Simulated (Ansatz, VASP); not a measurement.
One calculation of CuI, two programs

INCAR

```
ALGO = Normal
EDIFF = 1E-6
ENCUT = 520
GGA = PE
ISIF = 2
ISMEAR = -1
LASPH = True
LCHARG = False
LREAL = False
LWAVE = False
NBANDS = 26
NELM = 60
PREC = Accurate
SIGMA = 0.02
```

KPOINTS

```
k-points
0
Gamma
  5 5 6
```

POSCAR

```
CuI
1.0
    3.7331675900     -3.7110863700      0.0000000000
    3.7331675900      3.7110863700      0.0000000000
    0.0000000000      0.0000000000      4.1777877399
Cu I
2 2
Direct
    0.4204388300      0.5795611700      0.7500000000
    0.5795611700      0.4204388300      0.2500000000
    0.7700426800      0.2299573200      0.7500000000
    0.2299573200      0.7700426800      0.2500000000
```

Input for Ansatz:

```yaml
crystal:
  lattice:
    - [3.73316759, -3.71108637, 0.0]
    - [3.73316759, 3.71108637, 0.0]
    - [0.0, 0.0, 4.1777877399]
  atoms:
    - { symbol: Cu, position: [0.42043883, 0.57956117, 0.75] }
    - { symbol: Cu, position: [0.57956117, 0.42043883, 0.25] }
    - { symbol: I, position: [0.77004268, 0.22995732, 0.75] }
    - { symbol: I, position: [0.22995732, 0.77004268, 0.25] }
kpoints:
  mp_grid: { grid: [5, 5, 6] }
  band_path:
    path:
      - [0.0, 0.0, 0.0]
      - [0.5, 0.5, 0.0]
      - [0.4970513089, 0.5029486911, 0.0]
      - [-0.4970513089, 0.4970513089, 0.0]
      - [0.0, 0.0, 0.0]
      - [0.0, 0.0, 0.5]
      - [-0.4970513089, 0.4970513089, 0.5]
      - [0.4970513089, 0.5029486911, 0.5]
      - [0.5, 0.5, 0.5]
    npoints: 5
scf:
  occupations: { method: fermi_dirac, width: 0.02 }
hamiltonian:
  xc: pbe
  pseudopotentials: { kind: all_electron, lapw: { basis_error: 0.0005 } }
output:
  forces: true
  stress: true
  eigenvalues: true
```

Change from the starting cell: zz strain of -3 %.

Alike in both runs: task single point; functional PBE; k mesh 5 × 5 × 6; occupations fermi-dirac, width 0.02 eV; no spin polarisation.

|  | VASP | Ansatz |
| --- | --- | --- |
| version | VASP 6.6.1 | Ansatz 0.2.0 |
| potentials or method | VASP PAW PBE potentials, release 64 (Cu, I) | all-electron LAPW, scalar-relativistic |
| plane-wave cutoff (eV) | 520 | see its input |

|  | VASP | Ansatz | Ansatz less VASP |
| --- | --- | --- | --- |
| gap on the k mesh at the Fermi level (eV) | 1.00 | 0.98 | -0.018 |
| pressure (GPa) | 3.6 | 3.5 | -0.12 |
| largest component of the traceless stress (GPa) | 2.39 | 2.32 | -0.067 |
| rms of the force components (eV/Å) | 0.187 | 0.183 | -0.0044 |

Atom by atom the forces differ by 0.006 eV/Å (rms over components). Ansatz ran all-electron here, so the differences hold the error of VASP's frozen core and of both bases.

Caveats: spin-orbit coupling is left out, which moves the levels of the heavy elements; an odd mesh through Γ misses points on the zone boundary, where band edges often lie.
